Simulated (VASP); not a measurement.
A run of VASP 6.6.1:

Contents of INCAR:

```
SYSTEM = CdS
  PREC = Accurate
  ENCUT = 600
  EDIFF = 1E-8
  ISMEAR = 0
  SIGMA = 0.02
  LREAL = .FALSE.
  LASPH = .TRUE.
  NELM = 60
  ALGO = Normal
  ISIF = 2
  LWAVE = .FALSE.
  LCHARG = .FALSE.
  GGA = PE
  LEPSILON = .TRUE.
  IBRION = 8
  NSW = 1
```

KPOINTS

```
Automatic mesh
0
G
  8 8 8
  0 0 0
```

POSCAR

```
CdS
1.0
    0.0000000000      2.9680600000      2.9680600000
    2.9680600000      0.0000000000      2.9680600000
    2.9680600000      2.9680600000      0.0000000000
Cd S
1 1
Direct
    0.0000000000      0.0000000000      0.0000000000
    0.7500000000      0.7500000000      0.7500000000
```

Potentials or basis: VASP PAW PBE potentials, release 64 (Cd, S).

Command:

```sh
$ cat potpaw_PBE.64/Cd/POTCAR potpaw_PBE.64/S/POTCAR > POTCAR
$ mpirun -np 1 vasp_std > vasp.out
```

Hardware: 1 thread of Intel(R) Xeon(R) Platinum 8488C (Sapphire Rapids), on a shared host.

**Question.** How long does it take, and how much memory?

**Answer.** Run time: 5.4 min on 1 thread of Intel(R) Xeon(R) Platinum 8488C (Sapphire Rapids) (shared host), peak memory 0.4 GiB. Counts: scf iterations 138, k points 29.
